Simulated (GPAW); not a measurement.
Runs of GPAW 26.7.0 on BAs. Symmetry: F-43m, No. 216, cubic system. The conventional cell has a = 4.777 Å, b = 4.777 Å, c = 4.777 Å, α = 90.00°, β = 90.00°, γ = 90.00°. As (site symmetry -43m) has 4 B at 2.07 Å as nearest neighbours. Around B (site symmetry -43m) lie 4 As at 2.07 Å. 

| task | level | potentials or basis | spin | k mesh | cutoff (eV) | maxiter | band path | band points | spin axis theta (degrees) | spin axis phi (degrees) | mesh quality | gap on the mesh (eV) | V0 of scaled cells (Å³/atom) | B0 (GPa) |
| --- | --- | --- | --- | --- | --- | --- | --- | --- | --- | --- | --- | --- | --- | --- |
| single point | PBE0-1/3 | GPAW PAW data sets (gpaw-data 1.2.1), pw | off | 5 × 5 × 5 | 600 | 60 | - | - | - | - | coarse | 3.02 | - | - |
| band structure | AM05 | PAW data sets generated in the run's folder for this functional, pw | SOC, no magnetisation | 8 × 8 × 8 | 800 | 150 | GXWKGLUWLK,UX | 80 | 54.7 | 45 | not flagged | 1.07 | - | - |
| equation of state | PBEsol+D3(BJ) | PAW data sets generated in the run's folder for this functional, pw | off | 8 × 8 × 8 | 800 | 150 | - | - | - | - | not flagged | - | 13.30 | (b) |
| equation of state | revPBE+D4 | the program's PAW data sets (release 1.2.1) made for this functional, pw | off | 8 × 8 × 8 | 800 | 150 | - | - | - | - | not flagged | - | 13.28 | 145 |
| equation of state | revPBE+D3(BJ) | the program's PAW data sets (release 1.2.1) made for this functional, pw | off | 8 × 8 × 8 | 800 | 150 | - | - | - | - | not flagged | - | (a) | 143 |
| equation of state | optPBE-vdW | GPAW PAW data sets (gpaw-data 1.2.1), pw | off | 8 × 8 × 8 | 800 | 150 | - | - | - | - | not flagged | - | (c) | 125 |

Alike in all rows: cell as given; smearing fermi-dirac 0.05 eV.

Task: Fill in the values left out.

Result: (a) 13.40; (b) 148; (c) 14.17.

Caveats: some runs use coarse meshes; the PAW data sets were made with another functional, which shifts forces and pressure a little (some runs); an odd mesh through Γ misses points on the zone boundary, where band edges often lie (some runs); spin-orbit coupling was added after a scalar SCF, so levels and gaps hold it while energy, forces, pressure and moments don't (some runs); this program's spin-orbit splittings come out too wide for heavy elements (some runs).

A k mesh can miss the band edges, and rows without SOC leave out spin-orbit coupling on As.

Runs at the PBE level aren't shown here.
